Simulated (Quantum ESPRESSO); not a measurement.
Runs of Quantum ESPRESSO 7.5 on KBr. Symmetry: Fm-3m, No. 225, cubic system. Conventional cell: a = 6.600 Å, b = 6.600 Å, c = 6.600 Å, α = 90.00°, β = 90.00°, γ = 90.00°. Br (site symmetry m-3m) is surrounded by 6 K at 3.30 Å. K (site symmetry m-3m) has 6 Br at 3.30 Å as nearest neighbours. 

| task | level | potentials or basis | cell | k mesh | cutoff (eV) | smearing | form of the LDA correlation | SCF threshold | share of exact exchange | q mesh for exact exchange | cutoff for exact exchange | mesh quality | gap on the mesh (eV) | pressure (GPa) |
| --- | --- | --- | --- | --- | --- | --- | --- | --- | --- | --- | --- | --- | --- | --- |
| dielectric tensor | LDA | PseudoDojo 0.4.1 SR LDA standard | as given | 6 × 6 × 6 | 980 | fermi-dirac 0.05 eV | PW92 | 4e-10 Ry | - | - | - | not flagged | 4.03 | -1.7 |
| dielectric tensor | LDA | PseudoDojo 0.4.1 SR LDA standard | as given | 8 × 8 × 8 | 980 | fermi-dirac 0.05 eV | PW92 | 4e-10 Ry | - | - | - | not flagged | 4.03 | -1.7 |
| dielectric tensor | LDA | PseudoDojo 0.4.1 SR LDA standard | as given | 10 × 10 × 10 | 980 | fermi-dirac 0.05 eV | PW92 | 4e-10 Ry | - | - | - | not flagged | 4.03 | -1.7 |
| dielectric tensor | BLYP | PseudoDojo 0.4.1 SR PBE standard | as given | 6 × 6 × 6, shifted | 1007 | fermi-dirac 0.05 eV | - | 4e-10 Ry | - | - | - | not flagged | - | (a) |
| dielectric tensor | LDA | PseudoDojo 0.4.1 SR LDA standard | as given | 6 × 6 × 6, shifted | 980 | fermi-dirac 0.05 eV | PW92 | 4e-10 Ry | - | - | - | not flagged | - | -1.7 |
| dielectric tensor | PBEsol | PseudoDojo 0.4.1 SR PBEsol standard | as given | 6 × 6 × 6, shifted | 1007 | fermi-dirac 0.05 eV | - | 4e-10 Ry | - | - | - | not flagged | - | -0.3 |
| phonons and Raman activities | LDA | PseudoDojo 0.4.1 SR LDA standard | relaxed | 2 × 2 × 2, shifted | 980 | fermi-dirac 0.05 eV | PW92 | 4e-10 Ry | - | - | - | coarse | - | 0.0 |

Alike in all rows: no spin polarisation.

Q: Estimate the missing entries.

A: (a) 1.5.

Caveats: some runs use coarse meshes; on a mesh that holds Γ this program's dielectric tensor can be off by some percent beyond the error of the mesh (some runs); the potentials were made for another functional, which shifts forces and pressure (some runs).

A k mesh can miss the band edges, and the runs leave out spin-orbit coupling on Br.

Runs at the PBE level aren't shown here.
